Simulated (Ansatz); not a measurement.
Co: converged, but where?

We look at Co: a measured crystal structure (space group Fm-3m, primitive cell doubled), with 2 atoms per cell. The computed pressure is over 10 GPa in size, so the cell is far from the computed equilibrium volume. Source: COD entry 1534891, which need not be the ambient phase.

These are results of DFT, r2SCAN, PAW, plane waves, scalar-relativistic in Ansatz development build ahead of 0.2.0, not measurements.

```yaml
crystal:
  lattice:
    - [0.0, 1.71, 1.71]
    - [3.42, 0.0, 3.42]
    - [1.71, 1.71, 0.0]
  atoms:
    - { symbol: Co, position: [0.0, 0.0, 0.0], spin: 3.0 }
    - { symbol: Co, position: [0.0, 0.5, 0.0], spin: -3.0 }
magnetization:
  spin_polarized: true
hamiltonian:
  xc: r2scan
  pseudopotentials: { kind: paw }
basis:
  ecutwfc: 500
kpoints:
  mp_grid: { grid: [13, 7, 13] }
scf:
  occupations: { method: gaussian, width: 0.1 }
  lower_state_search: "off"
output:
  forces: true
  stress: true
```

Time: 9.9 s on 2 threads of Intel(R) Xeon(R) 6975P-C (shared host), peak memory 0.62 GiB.

The end of the output:

```
SCF converged after 19 iterations
Magnetization: 0.0000 μB (17.0000 up, 17.0000 down)
Absolute magnetization: 3.2383 μB (∫|ρ↑−ρ↓|, with the PAW one-centre terms)
Spin contamination: 1.4931 ħ² per cell (⟨S²⟩ above its minimum at these occupations)
Per-site moments (μB) at R_I (Å): [(1.5518, 0.9975), (-1.5518, 0.9975)]
Free energy (F): -10262.364210 eV
Harris-Foulkes:  -10262.364210 eV  (|F-HF|=2.74e-8)
Internal energy: -10262.355573 eV  (E = F + TS)
E sigma→0 (E₀):  -10262.359891 eV
Entropy (-TS):   -0.008638 eV (-4.319 meV/atom)
Fermi energy:    20.701347 eV
--- Forces (eV/Å), atoms counted from 1 ---
  atom   1  Co    -0.00000000     0.00000000    -0.00000000
  atom   2  Co     0.00000000     0.00000000     0.00000000
--- Stress (GPa, compression-positive) ---
       19.013115      -8.663618       8.650533
       -8.663001      18.969918      -8.663001
        8.650533      -8.663618      19.013115
  P = ⅓ Tr σ = 18.9987 GPa (189.987 kbar)
```

The mesh has less symmetry than the lattice, which lowers the symmetry of the run.

r2SCAN tends to overstate moments and magnetic energies in itinerant metals.

Site moments are taken inside atomic spheres and don't add up to the total.

The run converged. Is this the lowest state of the cell, and if not, what lies lower and how is it reached?

No. A state 324 meV/atom (0.648 eV per cell) lower exists in this cell: ferromagnetic, site moments Co1 1.91, Co2 1.91 μB, total 3.61 μB per cell, no gap on the k-mesh. It was reached from: parallel moments, default search for lower states [Co1 3.00, Co2 3.00 μB]; parallel moments scaled by 0.03, plain SCF [Co1 0.09, Co2 0.09 μB]. The wrong state matters: the pressure is 20.9 GPa there against 19.0 GPa here. This multiple of the primitive cell fits some opposed orders; other multiples fit others. The order of the states may change once the cell relaxes. “Lowest” means lowest among the runs made in this cell.
